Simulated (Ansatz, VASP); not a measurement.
Si2Ni: VASP beside Ansatz

The input POSCAR:

```
Si2Ni
1.0
    0.0000000000      2.6664684948      2.6664684948
    2.6664684948      0.0000000000      2.6664684948
    2.6664684948      2.6664684948      0.0000000000
Ni Si
1 2
Direct
    0.0000000000      0.0000000000      0.0000000000
    0.7500000000      0.7500000000      0.7500000000
    0.2500000000      0.2500000000      0.2500000000
```

The input INCAR.step1:

```
PREC = Accurate
ENCUT = 520
ISMEAR = -1
SIGMA = 0.05
LREAL = False
LASPH = True
NELM = 150
ISPIN = 2
MAGMOM = 1 0 0
LMAXMIX = 4
NBANDS = 20
GGA = PE
ALGO = Normal
EDIFF = 1E-4
LWAVE = True
LCHARG = False
```

File INCAR.step2:

```
PREC = Accurate
ENCUT = 520
EDIFF = 1E-6
ISMEAR = -1
SIGMA = 0.05
LREAL = False
LASPH = True
NELM = 150
ALGO = Normal
ISIF = 2
LWAVE = False
LCHARG = True
ISPIN = 2
MAGMOM = 1 0 0
LORBIT = 11
LMAXMIX = 4
METAGGA = R2SCAN
LMIXTAU = True
LELF = True
LVHAR = True
NBANDS = 20
ISTART = 1
```

The input KPOINTS:

```
regular mesh
0
Gamma
  9 9 9
```

File input.yaml:

```yaml
crystal:
  lattice:
    - [0.0, 2.6664684948, 2.6664684948]
    - [2.6664684948, 0.0, 2.6664684948]
    - [2.6664684948, 2.6664684948, 0.0]
  atoms:
    - { symbol: Ni, position: [0.0, 0.0, 0.0], spin: 1.0 }
    - { symbol: Si, position: [0.75, 0.75, 0.75] }
    - { symbol: Si, position: [0.25, 0.25, 0.25] }
hamiltonian:
  xc: r2scan
  pseudopotentials: { kind: paw }
magnetization:
  spin_polarized: true
kpoints:
  mp_grid: { grid: [9, 9, 9] }
scf:
  occupations: { method: fermi_dirac, width: 0.05 }
output:
  forces: true
  stress: true
  eigenvalues: true
  write_density: true
  write_potential: true
  elf: true
  volumetric_format: npy
```

Alike in both runs: task single point; functional r2SCAN; k mesh 9 × 9 × 9; occupations fermi-dirac, width 0.05 eV; collinear spin.

|  | VASP | Ansatz |
| --- | --- | --- |
| version | VASP 6.6.1 | Ansatz 0.2.0 |
| potentials or method | VASP PAW PBE potentials, release 64 (Ni, Si) | Ansatz PAW |
| plane-wave cutoff (eV) | 520 | 500 |
| valence electrons in the cell | 18 | 26 |

VASP gave:

```
gap on the k mesh at the Fermi level (eV) : none
pressure (GPa)                            : 4.9
net moment per atom (μB)                  : 0.00
```

Which values does Ansatz return?

gap on the k mesh at the Fermi level (eV): none; pressure (GPa): 5.0; net moment per atom (μB): 0.00.

A gap of «none» marks a metal or a gap that the smearing closes. The two sets of potentials don't hold the same shells in valence.

Caveats: the PAW data sets were made with another functional, which shifts forces and pressure a little (VASP); the magnetic or orbital state may not be the lowest (Ansatz); the PAW data sets come from PBE, with cores solved anew for the run's functional, which leaves a small shift of forces and pressure (Ansatz); the starting moments weren't kept (Ansatz).
